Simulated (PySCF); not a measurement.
A mixed set of molecules.

All values: PBE0/def2-SVPD (PySCF) at PBE0-D3(BJ)/def2-SVP geometries, gas phase, one conformer each. Core orbitals are frozen in the response; Δα² is half the sum of the squared differences of the principal polarisabilities.

Question: Rank by polarisability anisotropy Δα, lowest first.
A. `[CH3:1][C:2](=[C:3]=[O:4])[CH:5]([Cl:6])[Cl:7]` with C1–C2–C5–Cl6 -61°
B. `[OH:1][CH2:2][c:3]1[cH:4][cH:5][cH:6][cH:7][cH:8]1` with H–O1–C2–C3 -56°, O1–C2–C3–C4 -29°
C. `[CH3:1][O:2][c:3]1[cH:4][cH:5][cH:6][cH:7][cH:8]1` with C1–O2–C3–C4 180°
D. `[CH3:1][C:2]#[N+:3][BH2-:4][CH2:5][O:6][CH3:7]` with N3–B4–C5–O6 -53°, B4–C5–O6–C7 -177°
E. `[CH:1]1=[CH:2][CH2:3][N:4]([CH:5]2[CH2:6][CH2:7][CH2:8]2)[CH2:9]1` with C3–N4–C5–C6 167°, C1–C2–C3–N4 -13°, C2–C3–N4–C5 155°, N4–C5–C6–C7 -140°, C5–C6–C7–C8 20°

Answer: A (4.14 Å³), E (4.38 Å³), D (5.43 Å³), B (6.73 Å³), C (7.62 Å³).

Question: Rank by vertical ionisation energy (ΔSCF), lowest first.
A. `C1=CCN(C2CCC2)C1`
B. `OCc1ccccc1`
C. `CC#[N+][BH2-]COC`
D. `COc1ccccc1`

Answer: A (7.67 eV), D (8.27 eV), C (8.78 eV), B (8.96 eV).

Question: Rank by mean static polarisability, lowest first.
A. `COc1ccccc1`
B. `C1=CCN(C2CCC2)C1`
C. `CC(=C=O)C(Cl)Cl`
D. `CC#[N+][BH2-]COC`

Answer: C (12.00 Å³), D (12.39 Å³), A (12.77 Å³), B (14.66 Å³).

All values together:

```json
{"SMILES": "C1=CCN(C2CCC2)C1", "formula": "C8H13N", "μ (D)": "0.50", "HOMO (eV)": "-5.86", "LUMO (eV)": "0.40", "α (Å³)": "14.66", "Δα (Å³)": "4.38", "electrons": "68", "α per electron (Å³)": "0.216", "ΔSCF removal energy (eV)": "7.67"}
{"SMILES": "CC(=C=O)C(Cl)Cl", "formula": "C4H4Cl2O", "μ (D)": "1.20", "HOMO (eV)": "-7.23", "LUMO (eV)": "-1.80", "α (Å³)": "12.00", "Δα (Å³)": "4.14", "electrons": "70", "α per electron (Å³)": "0.171", "ΔSCF removal energy (eV)": "–"}
{"SMILES": "CC#[N+][BH2-]COC", "formula": "C4H10BNO", "μ (D)": "6.49", "HOMO (eV)": "-6.74", "LUMO (eV)": "-0.46", "α (Å³)": "12.39", "Δα (Å³)": "5.43", "electrons": "54", "α per electron (Å³)": "0.229", "ΔSCF removal energy (eV)": "8.78"}
{"SMILES": "COc1ccccc1", "formula": "C7H8O", "μ (D)": "1.29", "HOMO (eV)": "-6.45", "LUMO (eV)": "-0.25", "α (Å³)": "12.77", "Δα (Å³)": "7.62", "electrons": "58", "α per electron (Å³)": "0.220", "ΔSCF removal energy (eV)": "8.27"}
{"SMILES": "OCc1ccccc1", "formula": "C7H8O", "μ (D)": "1.46", "HOMO (eV)": "-7.15", "LUMO (eV)": "-0.40", "α (Å³)": "12.57", "Δα (Å³)": "6.73", "electrons": "58", "α per electron (Å³)": "0.217", "ΔSCF removal energy (eV)": "8.96"}
```

Conformers: `[CH:1]1=[CH:2][CH2:3][N:4]([CH:5]2[CH2:6][CH2:7][CH2:8]2)[CH2:9]1` with C3–N4–C5–C6 167°, C1–C2–C3–N4 -13°, C2–C3–N4–C5 155°, N4–C5–C6–C7 -140°, C5–C6–C7–C8 20°; `[CH3:1][C:2](=[C:3]=[O:4])[CH:5]([Cl:6])[Cl:7]` with C1–C2–C5–Cl6 -61°; `[CH3:1][C:2]#[N+:3][BH2-:4][CH2:5][O:6][CH3:7]` with N3–B4–C5–O6 -53°, B4–C5–O6–C7 -177°; `[CH3:1][O:2][c:3]1[cH:4][cH:5][cH:6][cH:7][cH:8]1` with C1–O2–C3–C4 180°; `[OH:1][CH2:2][c:3]1[cH:4][cH:5][cH:6][cH:7][cH:8]1` with H–O1–C2–C3 -56°, O1–C2–C3–C4 -29°.

A dash marks a removal energy that wasn't run or isn't settled.
